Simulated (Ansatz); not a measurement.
A run of Ansatz 0.2.0:

input.yaml

```yaml
crystal:
  lattice:
    - [4.81353299, 0.0, 0.0]
    - [0.0, 4.81353299, 0.0]
    - [0.0, 0.0, 3.20541541]
  atoms:
    - { symbol: Hf, position: [0.5, 0.5, 0.5] }
    - { symbol: Hf, position: [0.0, 0.0, 0.0] }
    - { symbol: O, position: [0.80504488, 0.19495512, 0.5] }
    - { symbol: O, position: [0.69495512, 0.69495512, 0.0] }
    - { symbol: O, position: [0.30504488, 0.30504488, 0.0] }
    - { symbol: O, position: [0.19495512, 0.80504488, 0.5] }
hamiltonian:
  xc: pbe
  pseudopotentials: { kind: paw }
kpoints:
  mp_grid: { grid: [6, 6, 8] }
scf:
  occupations: { method: fermi_dirac, width: 0.05 }
output:
  forces: true
  stress: true
  eigenvalues: true
```

Potentials or basis: Ansatz PAW.

Command:

```console
$ ansatz run input.yaml --threads 2 --pin off --max-ram 5120MiB --backend cpu --events-out ev --progress --plain --runs-dir out
```

Hardware: 2 threads of Arm Neoverse V2 (shared host).

Task: Estimate the wall time of this run.

Result: Run time: 4.3 s on 2 threads of Arm Neoverse V2, on a shared host, peak memory 0.42 GiB. Counts: scf iterations 7, plane waves 1439, k points 50, bands 46.
